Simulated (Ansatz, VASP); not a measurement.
# BN: VASP beside Ansatz

INCAR

```
SYSTEM = BN
ALGO = Normal ; EDIFF = 1E-6
ENCUT = 520 ; GGA = CA
ISIF = 2 ; ISMEAR = -1
LASPH = .TRUE. ; LCHARG = .FALSE.
LREAL = .FALSE. ; LWAVE = .FALSE.
NBANDS = 16 ; NELM = 100
PREC = Accurate ; SIGMA = 0.05
```

KPOINTS

```
k-points
0
G
  12 12 6
  0 0 0
```

Contents of POSCAR:

```
BN
1.0
    2.6040295656      0.0000000000      0.0000000000
   -1.3020147828      2.2551557560      0.0000000000
    0.0000000000      0.0000000000      4.3097555565
N B
2 2
Direct
    0.3333333333      0.6666666667      0.1252760000
    0.6666666667      0.3333333333      0.6252760000
    0.3333333333      0.6666666667      0.4997240000
    0.6666666667      0.3333333333      0.9997240000
```

input.yaml

```yaml
crystal:
  lattice:
    - [2.6040295656, 0.0, 0.0]
    - [-1.3020147828, 2.255155756, 0.0]
    - [0.0, 0.0, 4.3097555565]
  atoms:
    - { symbol: "N", position: [0.3333333333, 0.6666666667, 0.125276] }
    - { symbol: "N", position: [0.6666666667, 0.3333333333, 0.625276] }
    - { symbol: B, position: [0.3333333333, 0.6666666667, 0.499724] }
    - { symbol: B, position: [0.6666666667, 0.3333333333, 0.999724] }
hamiltonian:
  xc: lda
  pseudopotentials: { kind: paw }
kpoints:
  mp_grid: { grid: [12, 12, 6] }
scf:
  occupations: { method: fermi_dirac, width: 0.05 }
output:
  forces: true
  stress: true
  eigenvalues: true
```

Measurements of this composition are mostly on another form, of space group No. 194.

Alike in both runs: task single point; functional LDA; k mesh 12 × 12 × 6; occupations fermi-dirac, width 0.05 eV; no spin polarisation.

```csv
,VASP,Ansatz
version,VASP 6.6.1,Ansatz 0.2.0
potentials or method,"VASP PAW LDA potentials, release 64 (N, B)",Ansatz PAW
plane-wave cutoff (eV),520,420
valence electrons in the cell,16,16
```

|  | VASP | Ansatz | Ansatz less VASP |
| --- | --- | --- | --- |
| gap on the k mesh at the Fermi level (eV) | 5.04 | 5.06 | +0.023 |
| least direct gap on the mesh (eV) | 7.82 | 7.83 | +0.009 |
| rms of the force components (eV/Å) | 0.036 | 0.038 | +0.0016 |

Atom by atom the forces differ by 0.002 eV/Å (rms over components).

Caveats: the PAW data sets come from PBE, with cores solved anew for the run's functional, which leaves a small shift of forces and pressure (Ansatz). A k mesh can miss the band edges. LDA gaps usually lie below the measured ones, often by a third to a half.
